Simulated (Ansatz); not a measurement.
InAs: relaxation of cell and atoms with RPBE

InAs:

```
CELL_PARAMETERS angstrom
0.00000 3.01800 3.01800
3.01800 0.00000 3.01800
3.01800 3.01800 0.00000
ATOMIC_POSITIONS crystal
In 0.00000 0.00000 0.00000
As 0.75000 0.75000 0.75000
```

| Item | Value |
| --- | --- |
| Program | Ansatz 0.2.0 |
| Task | relaxation of cell and atoms |
| Functional | RPBE |
| Potentials or basis | Ansatz PAW |
| Cutoff | 420 eV (not typed: the program's choice for these potentials) |
| k mesh | 8 × 8 × 8 |
| Occupations | fermi-dirac, width 0.05 eV |
| Spin | no spin polarisation |

```yaml
Relaxed_volume: 30.59 Å³/atom
Relaxed_cell: a = 4.423 Å, b = 4.423 Å, c = 4.423 Å, α = 60.00°, β = 60.00°, γ = 60.00°
Space_group_after_relaxing_to_0.05_Å: F-43m (No. 216)
Energy_gained_by_relaxing: 52.9 meV/atom
Ionic_steps: 5
Pressure_after_relaxing: 0.0 GPa
```

The path:
```
step  energy change (eV)  largest force (eV/Å)  volume (Å³)
   1              0.0000                0.0000        54.98
   2             -0.0985                0.0000        62.82
   3             -0.1041                0.0000        61.50
   4             -0.1044                0.0000        61.19
   5             -0.1057                0.0000        61.19
```

Final structure:
```xyz
2
Lattice="0.0000 3.1276 3.1276 3.1276 0.0000 3.1276 3.1276 3.1276 0.0000" Properties=species:S:1:pos:R:3 pbc="T T T"
In    0.0000    0.0000    0.0000
As    4.6914    4.6914    4.6914
```

It took 14 s on 2 threads of Intel(R) Xeon(R) Processor @ 2.70GHz, with other jobs on the host, peak memory 0.4 GiB.

Caveat: the plane-wave basis is chosen anew once the cell has moved, so the energies of steps on either side of that aren't comparable; the volume moved by +11 % from the deposited cell, more than functionals usually miss; the PAW data sets come from PBE, with cores solved anew for the run's functional, which leaves a small shift of forces and pressure. RPBE and its kin give volumes clearly too large for solids.
